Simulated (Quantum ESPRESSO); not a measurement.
**Ag in Quantum ESPRESSO: the effect of functional**

Ag:

```xyz
1
Lattice="0.0000 2.0427 2.0427 2.0427 0.0000 2.0427 2.0427 2.0427 0.0000" Properties=species:S:1:pos:R:3 pbc="T T T"
Ag    0.0000    0.0000    0.0000
```

Alike in all runs:

* Program: Quantum ESPRESSO 7.5
* Task: band structure
* Potentials or basis: SG15 PBE 1.2
* Cutoff: 952 eV
* Density cutoff: 3810 eV
* k mesh: 11 × 11 × 11
* Occupations: fermi-dirac, width 0.05 eV
* Spin: no spin polarisation

One run gave: pressure -8.7 GPa. Which functional did it use?
A. PBEsol
B. LDA
C. AM05
D. PBE
E. RPBE

B.

```tsv
functional	pressure (GPa)
LDA	-8.7
PBEsol	-3.3
PBE	4.4
RPBE	8.9
AM05	-3.2
```

Caveats: the potentials were made for another functional, which shifts forces and pressure (some runs).

Not every run made on this cell is shown here.
